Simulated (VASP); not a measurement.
A VASP calculation is set up with these files.

File KPOINTS:
```
Automatic mesh
0
Gamma
4 4 4
0 0 0
```

File POSCAR:
```
BaSnO3
1
    4.1422270000     0.0000000000     0.0000000000
    0.0000000000     4.1422270000     0.0000000000
    0.0000000000     0.0000000000     4.1422270000
Ba Sn O
1 1 3
Direct
  0.5000000000   0.5000000000   0.5000000000
  0.0000000000   0.0000000000   0.0000000000
  0.0000000000   0.5000000000   0.0000000000
  0.5000000000   0.0000000000   0.0000000000
  0.0000000000   0.0000000000   0.5000000000
```

### INCAR
```
SYSTEM = BaSnO3
PREC = Accurate
ENCUT = 400
EDIFF = 1E-6
NELM = 100
ALGO = Normal
LREAL = .FALSE.
LASPH = .TRUE.
ISMEAR = -1
SIGMA = 0.05
GGA = PE
LMAXMIX = 4
LWAVE = .FALSE.
LCHARG = .FALSE.
ISIF = 2
```

POTCAR, in this order: Ba_sv Sn_d O (PBE.64 set). Program: vasp_std.

### Question
Write an equivalent input for Quantum ESPRESSO's pw.x.

### Answer
One equivalent input (not run):
```
&CONTROL
  calculation = 'scf'
  pseudo_dir = './pseudo'
  outdir = './out'
  tprnfor = .true.
  tstress = .true.
/
&SYSTEM
  ibrav = 0
  nat = 5
  ntyp = 3
  ecutwfc = 84
  occupations = 'smearing'
  smearing = 'fermi-dirac'
  degauss = 0.003675
  input_dft = 'pbe'
/
&ELECTRONS
  conv_thr = 7.3e-08
  electron_maxstep = 100
/
ATOMIC_SPECIES
  Ba 137.327 Ba.upf
  Sn 118.710 Sn.upf
  O 15.999 O.upf
CELL_PARAMETERS angstrom
     4.1422270    0.0000000    0.0000000
     0.0000000    4.1422270    0.0000000
     0.0000000    0.0000000    4.1422270
ATOMIC_POSITIONS crystal
  Ba   0.5000000  0.5000000  0.5000000
  Sn   0.0000000  0.0000000  0.0000000
  O    0.0000000  0.5000000  0.0000000
  O    0.5000000  0.0000000  0.0000000
  O    0.0000000  0.0000000  0.5000000
K_POINTS automatic
  4 4 4 0 0 0
```
What does not carry over: the potentials are each code's own (VASP's PAW set, PseudoDojo norm-conserving files in pw.x), so ENCUT and ecutwfc are chosen apart and not converted; conv_thr bounds pw.x's estimated SCF error, while EDIFF bounds the energy change between steps.

The structure comes from a computed database's BaSnO3 entry; how it stands against other phases isn't given here. The cell was not relaxed at this level.
